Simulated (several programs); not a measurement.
# What each method gives for KMgF3 (Pm-3m)

A 5-atom cell of KMgF3 started from a crystallographic database, relaxed with r2SCAN in Ansatz, was computed with several methods. It is cubic, Pm-3m (No. 221); conventional cell a = 3.980 Å, 12.61 Å³ an atom. K has 12 F at 2.81 Å; Mg has 6 F at 1.99 Å; F has 2 Mg at 1.99 Å and 4 K at 2.81 Å. No spin polarisation and no zero-point or thermal motion.

```
K Mg F
1.0
     3.98024    0.00000    0.00000
     0.00000    3.98024    0.00000
     0.00000    0.00000    3.98024
K Mg F
1 1 3
Direct
  0.50000 0.50000 0.50000
  0.00000 0.00000 0.00000
  0.50000 0.00000 0.00000
  0.00000 0.50000 0.00000
  0.00000 0.00000 0.50000
```

Gaps and times are for a single point on this cell; volume and bulk modulus come from each method's own relaxation or energy curve at fixed shape. Times are rough, from shared hosts (AMD EPYC 7R13 Processor; Arm Neoverse V1; NVIDIA H100 80GB HBM3), and each method has its own mesh and cell size. Gaps from k meshes are read at a limited set of points (mesh, symmetry points, PBE's band edges), so each method's own least gap may be somewhat smaller. Minimal bases can be far off for gaps. Times of the plane-wave rungs are withheld (a dash), since they come from other jobs, hosts and meshes; the meshes of hybrids and Hartree-Fock don't converge their gaps to the digits shown. GLLB-SC's gap includes the derivative discontinuity. d marks a direct gap, i an indirect one (no mark: not told apart), a dash a value that wasn't computed or didn't pass its checks.

```tsv
method	kind	gap (eV)	own volume (Å³/atom)	bulk modulus (GPa)	atoms computed	processor time
PBEsol	semilocal	–	12.72	–	5	–
light PBE (260 eV, its own mesh)	light plane-wave	7.36 i	–	–	5	0.8 s
LDA	semilocal	7.02 i	11.94	–	5	–
PBE	semilocal	7.37 i	13.33	67	5	–
r2SCAN	semilocal	8.30 i	12.61	78	5	–
GLLB-SC (GPAW)	model potential	12.94	–	–	5	12 s
PBE/SZV (CP2K)	small basis	4.93 i	–	–	5	15 s
r2SCANh	hybrid	9.36 i	–	–	5	–
PBE0	hybrid	10.37 i	–	–	5	–
HSE06	hybrid	9.61 i	–	–	5	–
PBE/DZVP (CP2K)	small basis	7.37 i	–	–	5	27 s
DDH-PBE0	hybrid	13.17 i	–	–	5	–
```

Against HSE06 (9.61 eV) the nearest gap at the points sampled is that of r2SCANh (-0.25 eV) and the farthest that of PBE/SZV (CP2K) (-4.68 eV). HSE06 is only a yardstick of convenience: for gaps this wide it usually falls short of measured ones, so a larger value can be the better one.

Volumes against r2SCAN's: PBEsol +0.9 %, LDA -5.3 %, PBE +5.7 %.
